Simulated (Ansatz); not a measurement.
# Ta4N5: compression at zero temperature

A pressure series on Ta4N5 (-1 to 25 GPa): equation of state, axes and gap.

Method: DFT PBEsol, scalar-relativistic, plane waves, PAW, in Ansatz 0.2.0.

2 further runs of the same task are left out: 2 set aside as unsound or not needed.

## Step 1: The starting structure

It takes space group I4/m (No. 87, tetragonal). Conventional cell: a = 6.826 Å, b = 6.826 Å, c = 4.254 Å, α = 90.00°, β = 90.00°, γ = 90.00°. Ta (site symmetry m) is surrounded by 6 N at 2.07 to 2.21 Å. Around N (site symmetry 4/m) lie 4 Ta at 2.07 Å. N (site symmetry m) has 5 Ta at 2.13 to 2.21 Å in its first shell of neighbours.

As a file:

```cif
data_structure
_symmetry_space_group_name_H-M 'I4/m'
_symmetry_Int_Tables_number 87
_cell_length_a 6.8256
_cell_length_b 6.8256
_cell_length_c 4.2538
_cell_angle_alpha 90.000
_cell_angle_beta 90.000
_cell_angle_gamma 90.000
_cell_volume 198.18
loop_
_atom_site_label
_atom_site_type_symbol
_atom_site_symmetry_multiplicity
_atom_site_Wyckoff_symbol
_atom_site_fract_x
_atom_site_fract_y
_atom_site_fract_z
_atom_site_occupancy
Ta1 Ta 8 h 0.10487 0.71562 0.50000 1
N1 N 2 b 0.00000 0.00000 0.50000 1
N2 N 8 h 0.80592 0.59183 0.50000 1
```

It goes back to an entry of the Materials Project, which need not be the stable form.

This cell was relaxed beforehand with the same method: volume 11.01 Å³/atom, gap on the mesh none (metal).

## Step 2: Relaxing at -1 GPa

The input, input.yaml:

```yaml
crystal:
  lattice:
    - [-3.4239466139, 3.4239466139, 2.133835574]
    - [3.4239466139, -3.4239466139, 2.133835574]
    - [3.4239466139, 3.4239466139, -2.133835574]
  atoms:
    - { symbol: Ta, position: [0.7843847855, 0.6048724996, 0.389257285] }
    - { symbol: Ta, position: [0.3951275004, 0.7843847855, 0.1795122859] }
    - { symbol: Ta, position: [0.6048724996, 0.2156152145, 0.8204877141] }
    - { symbol: Ta, position: [0.2156152145, 0.3951275004, 0.610742715] }
    - { symbol: "N", position: [0.5, 0.5, 0.0] }
    - { symbol: "N", position: [0.9081725663, 0.3059167653, 0.2140893317] }
    - { symbol: "N", position: [0.6940832347, 0.9081725663, 0.602255801] }
    - { symbol: "N", position: [0.3059167653, 0.0918274337, 0.397744199] }
    - { symbol: "N", position: [0.0918274337, 0.6940832347, 0.7859106683] }
basis:
  ecutwfc: 420
kpoints:
  mp_grid: { grid: [10, 10, 10] }
hamiltonian:
  xc: pbesol
scf:
  occupations: { method: gaussian, width: 0.1 }
output:
  forces: true
  stress: true
  eigenvalues: true
  write_density: true
  write_potential: true
  elf: true
  volumetric_format: npy
relax:
  adjacent_minimum: "off"
  f_tol: 0.008
  max_steps: 50
  cell: { stress_tol: 0.08, p_target: -1.0 }
```

Started as:

```bash
$ ansatz run input.yaml --threads 2 --pin off --max-ram 5120MiB --backend cpu --events-out ev --progress --plain --runs-dir out
```

Further runs follow: relaxing at 1 GPa; relaxing at 4 GPa; target pressure 12 GPa; relaxing at 25 GPa.

Q: Predict the outcome of this session. Wanted: bulk modulus B0; B0'.

The runs gave:

```
                                     quantity                        value
                             volume at 25 GPa  10.27 Å³/atom, V/V0 = 0.933
bulk modulus B0 (third-order Birch-Murnaghan)                      311 GPa
                                          B0'                          4.1
```

In words: Up to 25 GPa the volume falls by 6.7 %. The points follow one equation of state, B0 = 311 GPa. Other structures may take over in this range; these runs cannot find them. Spin-orbit coupling is left out for Ta. The final runs have no spin polarisation, so a magnetic state may lie lower.
